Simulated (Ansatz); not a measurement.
## TiCo3: how the energy converges with the cutoff

TiCo3, P1, a = 3.660 Å, b = 3.646 Å, c = 3.600 Å, α, β, γ = 90.1°, 90.2°, 87.6°. Ansatz: r2SCAN, PAW, cutoff varied, Γ-centred 8×8×8 mesh on 4 atoms, Gaussian smearing 0.10 eV; collinear spin, largest moment 1.4 μB. Single points at one geometry with displaced atoms, the cutoff alone changed; ΔE is the energy at zero smearing over the run at 500 eV. The runs up to 350 eV lie under the cutoff recommended for these PAW datasets.

| cutoff (eV) | ΔE (meV/atom) |
| --- | --- |
| 200 | ? |
| 250 | 3348.92 |
| 300 | 443.17 |
| 350 | 37.39 |

**Question.** Assume ΔE falls exponentially with the cutoff, fit y = ln ΔE against x, the cutoff in eV, to the other rows, and predict the missing value.

**Answer.** y = 8.116, 6.094, 3.621. Means x = 300.0, y = 5.9437; Σ(Δx)² = 5000, ΣΔxΔy = -224.8; the slope is their ratio. y = 19.43 − 0.04495 x, a factor of ten per 51 eV. At 200 eV this gives ΔE = 34200.65 meV/atom. The run gave 17923.67, a ratio of 1.91. Between neighbouring rows the decay runs from a factor of ten per 47 eV to one per 69 eV, so one exponential is only a rough guide.

7 further runs of this set didn't finish or converge.

Cost: 5 runs of about 24 core-minutes in all, on Oxide Virtual Turin-like Processor (Zen 5) (shared hosts).